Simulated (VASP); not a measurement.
**AlFe: relaxation of cell and atoms with PBE**

AlFe:

```xyz
2
Lattice="2.8743 0.0000 0.0000 0.0000 2.8743 0.0000 0.0000 0.0000 2.8743" Properties=species:S:1:pos:R:3 pbc="T T T"
Al    0.0000    0.0000    0.0000
Fe    1.4372    1.4372    1.4372
```

```json
{
  "Program": "VASP 6.6.1",
  "Task": "relaxation of cell and atoms",
  "Functional": "PBE",
  "Potentials or basis": "VASP PAW PBE potentials, release 64 (Al, Fe)",
  "Cutoff": "520 eV",
  "k mesh": "15 × 15 × 15",
  "Occupations": "gaussian, width 0.1 eV",
  "Spin": "collinear spin, ferromagnetic start",
  "Starting moments": "[0.0, 3.0] μB",
  "Further INCAR settings": "ALGO = Normal; EDIFF = 1e-07; IBRION = 2; POTIM = 0.3; EDIFFG = -0.005; NSW = 60; ISIF = 3"
}
```

* Pressure after relaxing: 0.0 GPa
* Band gap on the k mesh: none (metal or under the smearing width)
* Net moment: 0.71 μB per cell
* Site moments: Al -0.02; Fe +0.75 μB
* Valence electrons inside the program's atomic spheres: Al 0.84; Fe 7.42

Final structure:
```
CELL_PARAMETERS angstrom
2.87435 0.00000 0.00000
0.00000 2.87435 0.00000
0.00000 0.00000 2.87435
ATOMIC_POSITIONS crystal
Al 0.00000 0.00000 0.00000
Fe 0.50000 0.50000 0.50000
```

Levels at points of the mesh, in eV from the Fermi level:
Spin up:
| k point | band 4 | band 5 | band 6 | band 7 | band 8 | band 9 |
| --- | --- | --- | --- | --- | --- | --- |
| (0.00, 0.00, 0.00) | -0.40 | -0.40 | -0.40 | 6.35 | 6.35 | 6.35 |
Spin down:
```tsv
k point	band 1	band 2	band 3	band 4	band 5	band 6	band 7	band 8	band 9	band 10
(0.00, 0.00, 0.00)	-10.42	-2.15	-2.15	0.44	0.44	0.44	6.38	6.38	6.38	9.38
```

It took 2.2 min on 1 thread of AMD EPYC 7R43 64-Core Processor (Zen 3) (shared host), peak memory 0.15 GiB.

Caveat: the relaxation stopped at its first step, so nothing moved.
